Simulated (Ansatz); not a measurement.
Method: DFT PBE, scalar-relativistic, plane waves, PAW (Ansatz). Settings: cutoff 420 eV, Γ-centred meshes spaced at most about 0.3 Å⁻¹, and about 0.25 Å⁻¹ or finer for metals (2π included), Gaussian smearing. No spin polarisation.

Each guess is relaxed in cell and atoms at zero pressure, on a coarse mesh first where it starts far from rest and then on a converged one. The steps can't lower the symmetry of the start, but it can rise. Energies are static (0 K, no zero-point motion).

Two unrelaxed guesses for Hf3C2:

Guess 1.

```yaml
crystal:
  lattice:
    - [5.06998, 0.00000, 0.00000]
    - [0.00000, 2.61389, 0.00000]
    - [0.00000, 0.00000, 6.95635]
  atoms:
    - { symbol: Hf, position: [0.75384, 0.50000, 0.31611] }
    - { symbol: Hf, position: [0.75384, 0.50000, 0.68389] }
    - { symbol: Hf, position: [0.24616, 0.50000, 0.68389] }
    - { symbol: C, position: [0.24616, 0.50000, 0.31611] }
    - { symbol: C, position: [0.50000, 0.50000, 0.00000] }
```

Guess 2.

```yaml
crystal:
  lattice:
    - [2.28671, 1.32023, 4.84265]
    - [-2.28671, 1.32023, 4.84265]
    - [0.00000, -2.64047, 4.84265]
  atoms:
    - { symbol: Hf, position: [0.59574, 0.59574, 0.59574] }
    - { symbol: Hf, position: [0.40426, 0.40426, 0.40426] }
    - { symbol: Hf, position: [0.00000, 0.00000, 0.00000] }
    - { symbol: C, position: [0.20005, 0.20005, 0.20005] }
    - { symbol: C, position: [0.79995, 0.79995, 0.79995] }
```

**Question.** Which guess leads to the lower structure, and by how much?

**Answer.** Guess 1 ends lower, by 0.66 eV/atom. Guess 1: Pm at 18.4 Å³/atom → P2/m at 18.7 Å³/atom; Guess 2: R-3m at 17.5 Å³/atom → R-3m at 17.3 Å³/atom. Counting C atoms around Hf (those within 1.25 times the shortest such distance or 1.15 times the sum of covalent radii; a slash parts the counts of unlike sites), the end of guess 1 has Hf 2 and the end of guess 2 has Hf 1/2. The end of guess 1 holds C–C pairs (shortest 1.34 Å); in the end of guess 2 the shortest C–C distance is 3.04 Å. End of guess 1. Conventional cell: a = 5.662 Å, b = 3.087 Å, c = 5.738 Å, β = 111.2°. Around Hf on a site of symmetry m lie 2 C at 2.20–2.25 Å and 5 Hf at 3.05–3.23 Å; Hf on a site of symmetry 2/m is surrounded by 2 C at 2.17 Å and 4 Hf at 3.09–3.23 Å; C is surrounded by 1 C at 1.34 Å and 3 Hf at 2.17–2.25 Å. End of guess 2. Conventional cell: a = 5.077 Å, c = 11.621 Å. Hf on a site of symmetry 3m is surrounded by 1 C at 2.03 Å and 7 Hf at 2.90–3.09 Å; Hf on a site of symmetry -3m is surrounded by 2 C at 2.33 Å and 6 Hf at 2.97 Å; C is surrounded by 1 Hf at 2.03 Å and 1 Hf at 2.33 Å.

Ends held by symmetry can be saddle points. Neither end is the lowest form computed: that has space group P-3m1 (No. 164) and lies 1.28 eV/atom below the better end. Even the lowest of the cells shown lies +0.52 eV/atom against the elements. Spin–orbit coupling, which can matter for Hf, is left out. Some candidate types were left out of the draw beforehand, so a known form may be missing.
